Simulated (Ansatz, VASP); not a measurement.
**One calculation of SnSe, two programs**

INCAR

```
PREC = Accurate ; ENCUT = 520
EDIFF = 1E-6 ; ISMEAR = 0
SIGMA = 0.05 ; LREAL = False
LASPH = True ; NELM = 100
ALGO = Fast ; ISIF = 2
LWAVE = False ; LCHARG = True
GGA = PE ; IVDW = 12
LELF = True ; LVHAR = True
NBANDS = 28
```

The input KPOINTS:

```
regular mesh
0
Gamma
  6 6 4
```

POSCAR

```
SnSe
1.0
    4.2853274191      0.0000000000      0.0000000000
    0.0000000000      4.2853274191      0.0000000000
    0.0000000000      0.0000000000     10.9906921300
Sn Se
2 2
Direct
    0.5000000000      0.0000000000      0.3722291100
    0.0000000000      0.5000000000      0.6277708900
    0.5000000000      0.0000000000      0.6160394900
    0.0000000000      0.5000000000      0.3839605100
```

Input for Ansatz:

```yaml
crystal:
  lattice:
    - [4.2853274191, 0.0, 0.0]
    - [0.0, 4.2853274191, 0.0]
    - [0.0, 0.0, 10.99069213]
  atoms:
    - { symbol: Sn, position: [0.5, 0.0, 0.37222911] }
    - { symbol: Sn, position: [0.0, 0.5, 0.62777089] }
    - { symbol: Se, position: [0.5, 0.0, 0.61603949] }
    - { symbol: Se, position: [0.0, 0.5, 0.38396051] }
basis:
  ecutwfc: 420
kpoints:
  mp_grid: { grid: [6, 6, 4] }
hamiltonian:
  xc: pbe
  dispersion: d3bj
scf:
  occupations: { method: gaussian, width: 0.05 }
output:
  forces: true
  stress: true
  eigenvalues: true
```

Alike in both runs: task single point; functional PBE; dispersion D3(BJ); k mesh 6 × 6 × 4; occupations gaussian, width 0.05 eV; no spin polarisation.

|  | VASP | Ansatz |
| --- | --- | --- |
| version | VASP 6.6.1 | Ansatz 0.2.0 |
| potentials or method | VASP PAW PBE potentials, release 64 (Sn_d, Se) | scalar-relativistic, plane waves, PAW |
| plane-wave cutoff (eV) | 520 | 420 |
| valence electrons in the cell | 40 | 60 |

|  | VASP | Ansatz | Ansatz less VASP |
| --- | --- | --- | --- |
| gap on the k mesh at the Fermi level (eV) | 1.52 | 1.53 | +0.008 |
| least direct gap on the mesh (eV) | 1.52 | 1.53 | +0.006 |
| rms of the force components (eV/Å) | 0.093 | 0.085 | -0.0078 |

Atom by atom the forces differ by 0.008 eV/Å (rms over components). The functional is the same, so the differences come from potentials, cutoffs and numerics. The two sets of potentials don't hold the same shells in valence.

Caveats: spin-orbit coupling is left out, which moves the levels of the heavy elements.
